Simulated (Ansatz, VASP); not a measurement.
**Two plane-wave programs on TaN**

```
CELL_PARAMETERS angstrom
5.19600 0.00000 0.00000
-2.59800 4.49987 0.00000
0.00000 0.00000 2.91100
ATOMIC_POSITIONS crystal
Ta 0.00000 0.00000 0.00000
Ta 0.66667 0.33333 0.50000
Ta 0.33333 0.66667 0.50000
N 0.00000 0.39285 0.00000
N 0.60715 0.60715 0.00000
N 0.39285 0.00000 0.00000
```

Alike in both runs: functional PBE; k mesh 6 × 6 × 9; occupations fermi-dirac, width 0.05 eV; no spin polarisation.

```csv
,VASP,Ansatz
version,VASP 6.6.1,Ansatz 0.2.0
potentials or method,"VASP PAW PBE potentials, release 64 (Ta_pv, N)",Ansatz PAW
plane-wave cutoff (eV),520,420
valence electrons in the cell,48,54
task,single point,band structure
```

Ansatz gave:

* gap on the k mesh at the Fermi level (eV): none
* pressure (GPa): 4.9
* largest component of the traceless stress (GPa): 0.52
* rms of the force components (eV/Å): 0.017

Task: Which values does VASP return?

Result: gap on the k mesh at the Fermi level (eV): none; pressure (GPa): 5.7; largest component of the traceless stress (GPa): 0.62; rms of the force components (eV/Å): 0.020.

Atom by atom the forces differ by 0.003 eV/Å (rms over components). A gap of «none» marks a metal or a gap that the smearing closes. With one functional, cell and mesh, what is left measures potentials, basis and numerics. The two sets of potentials don't hold the same shells in valence.

Caveats: the pressure holds a Pulay correction of +0.5 GPa for the finite cutoff (Ansatz); spin-orbit coupling is left out, which moves the levels of the heavy elements (Ansatz). Spin-orbit coupling is left out, which matters for the levels of Ta.
